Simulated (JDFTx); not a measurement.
Runs of JDFTx 1.7.0 (patched build) on MoS2. Symmetry: P6_3/mmc, No. 194, hexagonal system. The conventional cell has a = 3.169 Å, b = 3.169 Å, c = 12.324 Å, α = 90.00°, β = 90.00°, γ = 120.00°. Mo (site symmetry -6m2) is surrounded by 6 S at 2.41 Å. Around S (site symmetry 3m) lie 3 Mo at 2.41 Å. 

```csv
task,level,potentials or basis,cell,k mesh,band ratio of the Davidson solver,max SCF steps,SCF threshold on the energy,solver of the electrons,further solve for the empty bands,mesh quality,gap on the mesh (eV),pressure (GPa),relaxed volume (Å³/atom),largest force (eV/Å)
relaxation of cell and atoms,PBE,PseudoDojo-SR-PBE-0.5-standard with smoothed tails,relaxed,4 × 4 × 1,-,100,1e-09 Ha,scf,no,coarse,1.60,0.0,20.10,-
single point,PBEsol,PseudoDojo-SR-PBEsol-0.4.1-standard with smoothed tails,as given,4 × 4 × 1,-,100,1e-09 Ha,scf,yes,coarse,(b),-3.1,-,(a)
relaxation of cell and atoms,PBE,PseudoDojo-SR-PBE-0.5-stringent with smoothed tails,relaxed,4 × 4 × 1,-,100,1e-09 Ha,scf,no,coarse,1.60,0.0,20.10,-
single point,PBEsol,PseudoDojo-SR-PBEsol-0.4.1-standard with smoothed tails,"atoms moved at random, drawn with an rms of 0.05 Å",10 × 10 × 3,-,100,1e-09 Ha,scf,yes,not flagged,0.86,-3.6,-,1.48
single point,LDA,PseudoDojo-SR-LDA-0.4.1-standard with smoothed tails,as given,4 × 4 × 1,-,100,1e-09 Ha,scf,yes,coarse,1.15,-5.8,-,0.53
```

Alike in all rows: no spin polarisation; cutoff (eV) 1088; smearing fermi-dirac 0.05 eV.

Task: Estimate the missing entries.

Result: (a) 0.36; (b) 1.18.

Caveats: some runs use coarse meshes; an odd mesh through Γ misses points on the zone boundary, where band edges often lie; this functional lacks dispersion, which binds the layers, so the pressure and a relaxed spacing across them are unreliable (some runs); the plane waves are those of the starting cell, so after so large a change of volume the result is rough (some runs).

A k mesh can miss the band edges, and the runs leave out spin-orbit coupling on Mo.
